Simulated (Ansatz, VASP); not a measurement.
**Pd: VASP beside Ansatz**

The input INCAR:

```
  ALGO = Normal
  EDIFF = 1E-6
  ENCUT = 520
  GGA = PS
  ISIF = 2
  ISMEAR = 0
  LASPH = True
  LCHARG = False
  LREAL = False
  LWAVE = False
  NBANDS = 11
  NELM = 60
  PREC = Accurate
  SIGMA = 0.15
```

The input KPOINTS:

```
k-points
0
Gamma
  24 24 24
```

Contents of POSCAR:

```
Pd
1.0
    0.0000000000      1.9449000000      1.9449000000
    1.9449000000      0.0000000000      1.9449000000
    1.9449000000      1.9449000000      0.0000000000
Pd
1
Direct
    0.0000000000      0.0000000000      0.0000000000
```

Input for Ansatz:

```yaml
crystal:
  lattice:
    - [0.0, 1.9449, 1.9449]
    - [1.9449, 0.0, 1.9449]
    - [1.9449, 1.9449, 0.0]
  atoms:
    - { symbol: Pd, position: [0.0, 0.0, 0.0] }
basis:
  ecutwfc: 420
kpoints:
  mp_grid: { grid: [24, 24, 24] }
hamiltonian:
  xc: pbesol
scf:
  occupations: { method: gaussian, width: 0.15 }
output:
  forces: true
  stress: true
  eigenvalues: true
```

Alike in both runs: task single point; functional PBEsol; k mesh 24 × 24 × 24; occupations gaussian, width 0.15 eV; no spin polarisation.

|  | VASP | Ansatz |
| --- | --- | --- |
| version | VASP 6.6.1 | Ansatz 0.2.0 |
| potentials or method | VASP PAW PBE potentials, release 64 (Pd) | scalar-relativistic, plane waves, PAW |
| plane-wave cutoff (eV) | 520 | 420 |
| valence electrons in the cell | 10 | 18 |

|  | VASP | Ansatz | Ansatz less VASP |
| --- | --- | --- | --- |
| gap on the k mesh at the Fermi level (eV) | none | none | - |
| pressure (GPa) | -2.4 | -2.1 | +0.32 |

A gap of «none» marks a metal or a gap that the smearing closes. The two sets of potentials don't hold the same shells in valence.

Caveats: the PAW data sets were made with another functional, which shifts forces and pressure a little (VASP).
